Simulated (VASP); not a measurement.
# SiO2 (Stishovite) (P4_2/mnm) in VASP: a series of runs

One crystal, SiO2 (Stishovite), is run at these levels: PBEsol; tasks: relaxation of cell and atoms.

Program: VASP 6.6.1. These are calculated values, not measurements. Logs are shortened: lines on timing, memory, paths and dates and some standing lists are left out, and cuts for length are marked.

### Step 1. The structure

It takes space group P4_2/mnm (No. 136, tetragonal). Conventional cell: a = 4.177 Å, b = 4.177 Å, c = 2.665 Å, α = 90.00°, β = 90.00°, γ = 90.00°. Si (site symmetry mmm) is surrounded by 6 O at 1.76 to 1.81 Å. Around O (site symmetry m2m) lie 3 Si at 1.76 to 1.81 Å.

### Step 2. Relaxation of cell and atoms, PBEsol

INCAR reads:

```
SYSTEM = SiO2
PREC = Accurate
ENCUT = 600
EDIFF = 1E-6
ISMEAR = 0
SIGMA = 0.03
LREAL = .False.
LASPH = .True.
NELM = 80
ALGO = Normal
ISIF = 3
LWAVE = .False.
LCHARG = .False.
GGA = PS
IBRION = 2
NSW = 90
EDIFFG = -0.01
KPAR = 2
```

KPOINTS reads:

```
Automatic mesh
0
Gamma
  8 8 10
  0 0 0
```

POSCAR reads:

```
SiO2
1.0
    4.1773000000      0.0000000000      0.0000000000
    0.0000000000      4.1773000000      0.0000000000
    0.0000000000      0.0000000000      2.6652000000
Si O
2 4
Direct
    0.0000000000      0.0000000000      0.0000000000
    0.5000000000      0.5000000000      0.5000000000
    0.3059000000      0.3059000000      0.0000000000
    0.1941000000      0.8059000000      0.5000000000
    0.6941000000      0.6941000000      0.0000000000
    0.8059000000      0.1941000000      0.5000000000
```

Potentials or basis: VASP PAW PBE potentials, release 64 (Si, O).

On the command line:

```bash
$ cat potpaw_PBE.64/Si/POTCAR potpaw_PBE.64/O/POTCAR > POTCAR
$ mpirun -np 2 vasp_std > vasp.out
```

OUTCAR:

```text
SYSTEM = SiO2
   PREC = Accurate
   ENCUT = 600
   EDIFF = 1E-6
   ISMEAR = 0
   LREAL = .False.
   LASPH = .True.
   NELM = 80
   ISIF = 3
   GGA = PS
   IBRION = 2
   NSW = 90
   EDIFFG = -0.01

 ion  position               nearest neighbor table
   1  0.000  0.000  0.000-   4 1.76   6 1.76   4 1.76   6 1.76   5 1.81   3 1.81
   2  0.500  0.500  0.500-   3 1.76   5 1.76   3 1.76   5 1.76   4 1.81   6 1.81
   3  0.306  0.306  0.000-   2 1.76   2 1.76   1 1.81
   4  0.194  0.806  0.500-   1 1.76   1 1.76   2 1.81
   5  0.694  0.694  0.000-   2 1.76   2 1.76   1 1.81
   6  0.806  0.194  0.500-   1 1.76   1 1.76   2 1.81

  LATTYP: Found a simple tetragonal cell.
 ALAT       =     4.1773000000
 C/A-ratio  =     0.6380197735

  Lattice vectors:

 A1 = (   4.1773000000,   0.0000000000,   0.0000000000)
 A2 = (   0.0000000000,   4.1773000000,   0.0000000000)
 A3 = (   0.0000000000,   0.0000000000,   2.6652000000)

Analysis of symmetry for initial positions (statically):
=====================================================================
 Subroutine PRICEL returns:
 Original cell was already a primitive cell.

 Routine SETGRP: Setting up the symmetry group for a
 simple tetragonal supercell.

 Subroutine GETGRP returns: Found 16 space group operations
 (whereof  8 operations were pure point group operations)
 out of a pool of 16 trial point group operations.

The static configuration has the point symmetry D_2h.
 The point group associated with its full space group is D_4h.

Analysis of symmetry for dynamics (positions and initial velocities):
=====================================================================
 Subroutine PRICEL returns:
 Original cell was already a primitive cell.

 Routine SETGRP: Setting up the symmetry group for a
 simple tetragonal supercell.

 Subroutine GETGRP returns: Found 16 space group operations
 (whereof  8 operations were pure point group operations)
 out of a pool of 16 trial point group operations.

The dynamic configuration has the point symmetry D_2h.
 The point group associated with its full space group is D_4h.

 Subroutine INISYM returns: Found 16 space group operations
 (whereof  8 operations are pure point group operations),
 and found     1 'primitive' translations

----------------------------------------------------------------------------------------

                                     Primitive cell

  volume of cell :      46.5073

  direct lattice vectors                    reciprocal lattice vectors
     4.177300000  0.000000000  0.000000000     0.239389079  0.000000000  0.000000000
     0.000000000  4.177300000  0.000000000     0.000000000  0.239389079  0.000000000
     0.000000000  0.000000000  2.665200000     0.000000000  0.000000000  0.375206363

  length of vectors
     4.177300000  4.177300000  2.665200000     0.239389079  0.239389079  0.375206363

  position of ions in fractional coordinates (direct lattice)
     0.000000000  0.000000000  0.000000000
     0.500000000  0.500000000  0.500000000
     0.305900000  0.305900000  0.000000000
     0.194100000  0.805900000  0.500000000
     0.694100000  0.694100000  0.000000000
     0.805900000  0.194100000  0.500000000

  ion indices of the primitive-cell ions
   primitive index   ion index
                 1           1
                 2           2
                 3           3
                 4           4
                 5           5
                 6           6

----------------------------------------------------------------------------------------

 KPOINTS: Automatic mesh

Automatic generation of k-mesh.
 Grid dimensions read from file:
 generate k-points for:    8    8   10

 Generating k-lattice:

  Cartesian coordinates                     Fractional coordinates (reciprocal lattice)
     0.029923635  0.000000000  0.000000000     0.125000000  0.000000000  0.000000000
     0.000000000  0.029923635  0.000000000     0.000000000  0.125000000  0.000000000
     0.000000000  0.000000000  0.037520636     0.000000000  0.000000000  0.100000000

  Length of vectors
     0.029923635  0.029923635  0.037520636

  Shift w.r.t. Gamma in fractional coordinates (k-lattice)
     0.000000000  0.000000000  0.000000000

 Subroutine IBZKPT returns following result:
 ===========================================

 Found     90 irreducible k-points:

 Following reciprocal coordinates:
            Coordinates               Weight
  0.000000  0.000000  0.000000      1.000000
  0.125000  0.000000  0.000000      4.000000
  0.250000  0.000000  0.000000      4.000000
  0.375000  0.000000  0.000000      4.000000
  0.500000  0.000000  0.000000      2.000000
  0.125000  0.125000  0.000000      4.000000
[... 16 lines left out ...]
  0.375000  0.125000  0.100000     16.000000
  0.500000  0.125000  0.100000      8.000000
 [... further k-points ...]
   k-points           NKPTS =     90   k-points in BZ     NKDIM =     90   number of bands    NBANDS=     20
   number of dos      NEDOS =    301   number of ions     NIONS =      6
   total plane-waves  NPLWV =  31104
   dimension x,y,z NGX =    36 NGY =   36 NGZ =   24
   dimension x,y,z NGXF=    72 NGYF=   72 NGZF=   48
   ions per type =               2   4
   NGX,Y,Z   is equivalent  to a cutoff of  14.33, 14.33, 14.97 a.u.
   NGXF,Y,Z  is equivalent  to a cutoff of  28.65, 28.65, 29.94 a.u.
 SYSTEM =  SiO2
   PREC   = accura    normal or accurate (medium, high low for compatibility)
   ISTART =      0    job   : 0-new  1-cont  2-samecut
   ICHARG =      2    charge: 1-file 2-atom 10-const
   ISPIN  =      1    spin polarized calculation?
   LNONCOLLINEAR =      F non collinear calculations
   LSORBIT =      F    spin-orbit coupling
   LASPH  =      T    aspherical Exc in radial PAW
   ENCUT  =  600.0 eV  44.10 Ry    6.64 a.u.   8.34  8.34  5.32*2*pi/ulx,y,z
   NELM   =     80;   NELMIN=  2; NELMDL= -5     # of ELM steps
   EDIFF  = 0.1E-05   stopping-criterion for ELM
   LREAL  =      F    real-space projection
   EDIFFG = -.1E-01   stopping-criterion for IOM
   NSW    =     90    number of steps for IOM
   IBRION =      2    ionic relax: 0-MD 1-quasi-New 2-CG
   NFREE  =      1    steps in history (QN), initial steepest desc. (CG)
   ISIF   =      3    stress and relaxation
   ISYM   =      2    0-nonsym 1-usesym 2-fastsym
   POTIM  = 0.5000    time-step for ionic-motion
   TEBEG  =    0.0;   TEEND  =   0.0 temperature during run
   PSTRESS=    0.0 pullay stress
   NELECT =      32.0000    total number of electrons
   NUPDOWN=      -1.0000    fix difference up-down
   EMIN   =  10.00;   EMAX   =-10.00  energy-range for DOS
   EFERMI =   0.00;   METHOD = LEGACY
   ISMEAR =     0;   SIGMA  =   0.03  broadening in eV -4-tet -1-fermi 0-gaus
   EFERMI_NEDOS =   21; number of points for ismear=-14 and -15
   IALGO  =     38    algorithm
   IMIX   =      4    mixing-type and parameters
     AMIX     =   0.40;   BMIX     =  1.00
     AMIX_MAG =   1.60;   BMIX_MAG =  1.00
  volume/ion in A,a.u.               =       7.75        52.31
  Fermi-wavevector in a.u.,A,eV,Ry     =   1.445277  2.731178 28.420200  2.088826
  Thomas-Fermi vector in A             =   2.563477
   LORBIT       =      0    0 simple, 1 ext, 2 COOP (PROOUT), +10 PAW based schemes
   GGA     = PS    functional components
   LHFCALC =     F    Hartree Fock is set to
   AEXX    =    0.0000 exact exchange contribution
   IVDW    =     0    specifies the selected vdW correction
   LEPSILON=     F    determine dielectric tensor
   LRPA    =     F    only Hartree local field effects (RPA)
 conjugate gradient relaxation of ions
 non-spin polarized calculation
 Gauss-broadening in eV      SIGMA  =   0.03
  energy-cutoff  :      600.00
  volume of cell :       46.51
 maximum number of plane-waves:      1576
 NGX is ok and might be reduce to    36
   NGX = 17   NGY = 17   NGZ = 11

--------------------------------------- Ionic step        1  -------------------------------------------

 number of electron      32.0000002 magnetization

 Free energy of the ion-electron system (eV)
  ---------------------------------------------------
  ext. energy  EPLUGINS =         0.00000000
  ---------------------------------------------------
  free energy    TOTEN  =       -48.98636916 eV

  energy without entropy =      -48.98636916  energy(sigma->0) =      -48.98636916

------------------------ aborting loop because EDIFF is reached ----------------------------------------

  FORCE on cell =-STRESS in cart. coord.  units (eV):
  Direction    XX          YY          ZZ          XY          YZ          ZX
  --------------------------------------------------------------------------------------
  -------------------------------------------------------------------------------------
  Total        1.1308945      1.1308945      1.8084618      0.0000000      0.0000000      0.0000000
  in kB       38.9593347     38.9593347     62.3015411      0.0000000      0.0000000      0.0000000
  external PRESSURE =      46.7400701 kB  Pullay stress =       0.0000000 kB
[... 145 lines left out ...]
  energy  without entropy=      -48.9961756651  energy(sigma->0) =      -48.99617567

--------------------------------------- Ionic step        5  -------------------------------------------

 number of electron      32.0000001 magnetization

 Free energy of the ion-electron system (eV)
  ---------------------------------------------------
  ext. energy  EPLUGINS =         0.00000000
  ---------------------------------------------------
  free energy    TOTEN  =       -48.99620579 eV

  energy without entropy =      -48.99620579  energy(sigma->0) =      -48.99620579

 E-fermi :   8.1484     XC(G=0): -12.4666

 val. band max:        8.0050580018   @ k =   0.0000   0.0000   0.0000
 cond. band min:      13.3422598769   @ k =   0.0000   0.0000   0.0000
 fundamental gap:      5.3372018751
 Fermi energy:         8.1483515332

 k-point     1 :       0.0000    0.0000    0.0000
  band No.  band energies     occupation
      1     -14.4392      2.00000
      2     -10.8113      2.00000
      3     -10.8113      2.00000
      4     -10.5640      2.00000
      5      -2.8751      2.00000
      6       1.5750      2.00000
[... 12 lines left out ...]
     19      16.2102      0.00000
[... 513 lines left out ...]
      4     -10.3658      2.00000
      5      -1.0650      2.00000
      6      -1.0650      2.00000
[... 12 lines left out ...]
     19      17.4825      0.00000
     20      17.4825      0.00000

 [... further k-points ...]

------------------------ aborting loop because EDIFF is reached ----------------------------------------

  FORCE on cell =-STRESS in cart. coord.  units (eV):
  Direction    XX          YY          ZZ          XY          YZ          ZX
  --------------------------------------------------------------------------------------
  -------------------------------------------------------------------------------------
  Total        0.0035144      0.0035144      0.0002600      0.0000000      0.0000000      0.0000000
  in kB        0.1194375      0.1194375      0.0088359      0.0000000      0.0000000      0.0000000
  external PRESSURE =       0.0825703 kB  Pullay stress =       0.0000000 kB
[... 21 lines left out ...]
  FREE ENERGIE OF THE ION-ELECTRON SYSTEM (eV)
  ---------------------------------------------------
  free  energy   TOTEN  =       -48.9962057939 eV

  energy  without entropy=      -48.9962057939  energy(sigma->0) =      -48.99620579

 reached required accuracy - stopping structural energy minimisation
```

Wall time 52 s (2 MPI ranks of Intel Xeon 6975P-C (Granite Rapids), shared host); peak memory 0.22 GiB.

Results:

```yaml
Free_energy: -48.9962 eV
Relaxed_volume: 7.86 Å³/atom
Relaxed_cell: a = 4.192 Å, b = 4.192 Å, c = 2.683 Å, α = 90.00°, β = 90.00°, γ = 90.00°
Space_group_after_relaxing_to_0.05_Å: P4_2/mnm (No. 136)
Energy_gained_by_relaxing: 1.6 meV/atom
Ionic_steps: 5
Pressure_after_relaxing: 0.0 GPa
Band_gap_on_the_k_mesh: 5.34 eV, direct
```

The path:
| step | energy change (eV) | largest force (eV/Å) | pressure (GPa) | volume (Å³) |
| --- | --- | --- | --- | --- |
| 1 | 0.0000 | 0.0899 | 4.67 | 46.51 |
| 2 | 0.0101 | 0.2243 | -6.12 | 48.05 |
| 3 | -0.0097 | 0.0461 | 0.03 | 47.13 |
| 4 | -0.0098 | 0.0196 | -0.01 | 47.15 |
| 5 | -0.0098 | 0.0012 | 0.01 | 47.14 |

Final structure:
```cif
data_structure
_symmetry_space_group_name_H-M 'P 1'
_symmetry_Int_Tables_number 1
_cell_length_a 4.1921
_cell_length_b 4.1921
_cell_length_c 2.6827
_cell_angle_alpha 90.000
_cell_angle_beta 90.000
_cell_angle_gamma 90.000
_cell_volume 47.14
loop_
_atom_site_label
_atom_site_type_symbol
_atom_site_fract_x
_atom_site_fract_y
_atom_site_fract_z
_atom_site_occupancy
Si1 Si 0.00000 0.00000 0.00000 1
Si2 Si 0.50000 0.50000 0.50000 1
O1 O 0.30582 0.30582 0.00000 1
O2 O 0.19418 0.80582 0.50000 1
O3 O 0.69418 0.69418 0.00000 1
O4 O 0.80582 0.19418 0.50000 1
```

Levels at points of the mesh, in eV from the valence-band top:
| k point | band 13 | band 14 | band 15 | band 16 | band 17 | band 18 | band 19 | band 20 |
| --- | --- | --- | --- | --- | --- | --- | --- | --- |
| (0.00, 0.00, 0.00) | -2.52 | -0.88 | -0.88 | 0.00 | 5.34 | 6.45 | 8.21 | 8.21 |
| (0.50, 0.00, 0.00) | -2.69 | -2.69 | -1.07 | -1.07 | 7.48 | 7.48 | 8.79 | 8.79 |
| (0.50, 0.50, 0.00) | -2.70 | -2.70 | -2.27 | -2.27 | 7.17 | 7.17 | 9.79 | 9.79 |
| (0.00, 0.00, 0.50) | -3.09 | -3.09 | -2.68 | -2.68 | 8.86 | 8.86 | 12.33 | 12.33 |
| (0.50, 0.00, 0.50) | -2.28 | -2.28 | -1.76 | -1.76 | 8.56 | 8.56 | 9.62 | 9.62 |
| (0.50, 0.50, 0.50) | -1.75 | -1.75 | -1.55 | -1.55 | 6.94 | 6.94 | 10.75 | 10.75 |

Caveat: the PAW data sets were made with another functional, which shifts forces and pressure a little. A hybrid or GW would open this gap; PBEsol tends to underestimate it.

(Part 1 of 2 ends here.)
